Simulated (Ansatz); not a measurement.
**SnSe: an energy map of one atom**

Aim: for SnSe, map the energy of atom 1 (Sn) over a plane.

Computed with Ansatz 0.2.0 (DFT r2SCAN, scalar-relativistic, plane waves, PAW, unless a step's input says otherwise).

**1. The structure to begin with**

The structure is cubic, space group Fm-3m (No. 225). Conventional cell: a = 6.020 Å, b = 6.020 Å, c = 6.020 Å, α = 90.00°, β = 90.00°, γ = 90.00°. Around Sn (site symmetry m-3m) lie 6 Se at 3.01 Å. Se (site symmetry m-3m) has 6 Sn at 3.01 Å as nearest neighbours.

Coordinates:

```
Sn Se
1.0
     0.00000    3.01000    3.01000
     3.01000    0.00000    3.01000
     3.01000    3.01000    0.00000
Sn Se
1 1
Cartesian
  0.0000 0.0000 0.0000
  3.0100 3.0100 3.0100
```

The cell is taken as given, not relaxed at this level.

**2. The reference cell**

Reference values: F = -11517.5855 eV; pressure -0.03 GPa; largest force 0.000 eV/Å; gap on the mesh 0.46 eV. It was computed beforehand with the settings of the runs below.

**3. The scan: an energy map of one atom**

Atom 1 (Sn) is moved by p along (0.707, 0.707, 0.000) and q along (0.000, 0.000, 1.000) (Å), all else fixed; its images in the other cells move with it. Points alike by symmetry are run once.

**4. p = -0.200, q = -0.200**

input.yaml reads:

```yaml
crystal:
  lattice:
    - [0.0, 3.01, 3.01]
    - [3.01, 0.0, 3.01]
    - [3.01, 3.01, 0.0]
  atoms:
    - { symbol: Sn, position: [-0.0332225914, -0.0332225914, -0.0137612479] }
    - { symbol: Se, position: [0.5, 0.5, 0.5] }
basis:
  ecutwfc: 500
kpoints:
  mp_grid: { grid: [10, 10, 10] }
hamiltonian:
  xc: r2scan
scf:
  occupations: { method: gaussian, width: 0.05 }
output:
  forces: true
  stress: true
  eigenvalues: true
```

Run with:

```console
$ ansatz run input.yaml --threads 1 --pin off --max-ram 2560MiB --backend cpu --events-out ev --progress --plain --runs-dir out
```

**5. At p = -0.200, q = 0.000**

input.yaml, as its differences from that of step 4:

```diff
@@ -6,3 +6,3 @@
   atoms:
-    - { symbol: Sn, position: [-0.0332225914, -0.0332225914, -0.0137612479] }
+    - { symbol: Sn, position: [0.0, 0.0, -0.0469838393] }
     - { symbol: Se, position: [0.5, 0.5, 0.5] }
```

**6. At p = 0.000, q = -0.200**

input.yaml, as its differences from that of step 5:

```diff
@@ -6,3 +6,3 @@
   atoms:
-    - { symbol: Sn, position: [0.0, 0.0, -0.0469838393] }
+    - { symbol: Sn, position: [-0.0332225914, -0.0332225914, 0.0332225914] }
     - { symbol: Se, position: [0.5, 0.5, 0.5] }
```

**7. Point p = -0.200, q = -0.100**

input.yaml, as its differences from that of step 6:

```diff
@@ -6,3 +6,3 @@
   atoms:
-    - { symbol: Sn, position: [-0.0332225914, -0.0332225914, 0.0332225914] }
+    - { symbol: Sn, position: [-0.0166112957, -0.0166112957, -0.0303725436] }
     - { symbol: Se, position: [0.5, 0.5, 0.5] }
```

**8. p = -0.100, q = -0.200**

input.yaml, as its differences from that of step 7:

```diff
@@ -6,3 +6,3 @@
   atoms:
-    - { symbol: Sn, position: [-0.0166112957, -0.0166112957, -0.0303725436] }
+    - { symbol: Sn, position: [-0.0332225914, -0.0332225914, 0.0097306717] }
     - { symbol: Se, position: [0.5, 0.5, 0.5] }
```

**9. p = -0.100, q = 0.000**

input.yaml, as its differences from that of step 8:

```diff
@@ -6,3 +6,3 @@
   atoms:
-    - { symbol: Sn, position: [-0.0332225914, -0.0332225914, 0.0097306717] }
+    - { symbol: Sn, position: [0.0, 0.0, -0.0234919196] }
     - { symbol: Se, position: [0.5, 0.5, 0.5] }
@@ -20 +20,5 @@
   eigenvalues: true
+  write_density: true
+  write_potential: true
+  elf: true
+  volumetric_format: npy
```

**10. p = 0.000, q = -0.100**

input.yaml, as its differences from that of step 9:

```diff
@@ -6,3 +6,3 @@
   atoms:
-    - { symbol: Sn, position: [0.0, 0.0, -0.0234919196] }
+    - { symbol: Sn, position: [-0.0166112957, -0.0166112957, 0.0166112957] }
     - { symbol: Se, position: [0.5, 0.5, 0.5] }
@@ -20,5 +20 @@
   eigenvalues: true
-  write_density: true
-  write_potential: true
-  elf: true
-  volumetric_format: npy
```

**11. At p = -0.100, q = -0.100**

input.yaml, as its differences from that of step 10:

```diff
@@ -6,3 +6,3 @@
   atoms:
-    - { symbol: Sn, position: [-0.0166112957, -0.0166112957, 0.0166112957] }
+    - { symbol: Sn, position: [-0.0166112957, -0.0166112957, -0.006880624] }
     - { symbol: Se, position: [0.5, 0.5, 0.5] }
```

(Steps that only read results are left out.)

What does the calculation give? Wanted: highest point; lowest point away from the origin.

As calculated:

```
                         quantity                                       value
                    highest point  0.003 eV/cell at (p, q) = (-0.200, -0.200)
lowest point away from the origin          -0.003 eV/cell at (-0.100, -0.100)
```

**Reading.** The undisturbed cell is the lowest computed point. Read as harmonic, the points at ±0.100 Å give force constants of -0.35 eV/Å² along p and -0.34 eV/Å² along q, so the site is nearly isotropic in this plane. The gap on the mesh runs from 0.32 to 0.62 eV over the map.

Spin-orbit coupling is left out, though the cell holds Sn; it can move the gap.
